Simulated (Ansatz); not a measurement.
AgCl (zincblende), relaxed with r2SCAN in Ansatz. It is cubic, F-43m (No. 216); conventional cell a = 5.987 Å, 26.82 Å³ an atom. Ag has 4 Cl at 2.59 Å; Cl has 4 Ag at 2.59 Å.

The axes x, y and z are those of this cell:
```
Ag Cl
1.0
     0.00000    2.99327    2.99327
     2.99327    0.00000    2.99327
     2.99327    2.99327    0.00000
Ag Cl
1 1
Direct
  0.00000 0.00000 0.00000
  0.25000 0.25000 0.25000
```

Unstrained: The PBE gap is direct at Γ: 1.252 eV. With r2SCAN the gap is 1.647 eV and direct, at Γ. The HSE06 gap is direct at Γ: 2.712 eV. Meshes: PBE 8×8×8, r2SCAN 8×8×8, HSE06 6×6×6. Strains are changes of length per length. After each strain the atoms were relaxed again with r2SCAN within the symmetry that the strain leaves, so tilts or polar shifts that break it weren't tested; points keep the names that they have in the unstrained zone. Under uniaxial strain the other axes carry as much stress as the strained one: the cell is very soft in shear and may be mechanically unstable. (Calculated; spin-unpolarised; the phase may be known or hypothetical.)

(1) Apply uniaxial -5.69 % along z, other directions held. How far does the gap move, against the unstrained cell?

(2) Apply isotropic +5.34 % on every length. How far does the gap move, against the unstrained cell?

(3) Estimate what epitaxial -5.86 % in the xy plane, free normal strain +10.61 % does to the gap.

(4) Order the strained cells by their HSE06 gap, smallest first.
A. uniaxial -5.69 % along z, other directions held
B. epitaxial -5.86 % in the xy plane
C. isotropic +5.34 % on every length

Results:

(1) PBE: the gap goes from 1.252 to 1.140 eV (-0.112 eV); with r2SCAN the top three valence levels at Γ, degenerate before, become 1+2 from the top over 80 meV. r2SCAN: the gap goes from 1.647 to 1.534 eV (-0.113 eV). HSE06: the gap goes from 2.712 to 2.584 eV (-0.128 eV). The r2SCAN energy rises by 10.2 meV an atom.

(2) PBE: the gap goes from 1.252 to 1.436 eV (+0.184 eV). r2SCAN: the gap goes from 1.647 to 1.846 eV (+0.199 eV). HSE06: the gap goes from 2.712 to 2.926 eV (+0.214 eV). The r2SCAN energy rises by 61.1 meV an atom.

(3) PBE: the gap goes from 1.252 to 1.183 eV (-0.069 eV); with r2SCAN the top three valence levels at Γ, degenerate before, become 2+1 from the top over 309 meV. r2SCAN: the gap goes from 1.647 to 1.589 eV (-0.058 eV). HSE06: the gap goes from 2.712 to 2.639 eV (-0.073 eV). The r2SCAN energy rises by 1.8 meV an atom.

(4) A (2.58 eV), B (2.64 eV), C (2.93 eV).

Spin-orbit coupling is left out.

The meshes of the hybrids are coarse, so their gaps aren't converged to the digits shown.

The splittings at Γ are without spin-orbit coupling, which regroups them where it is of like size or larger.
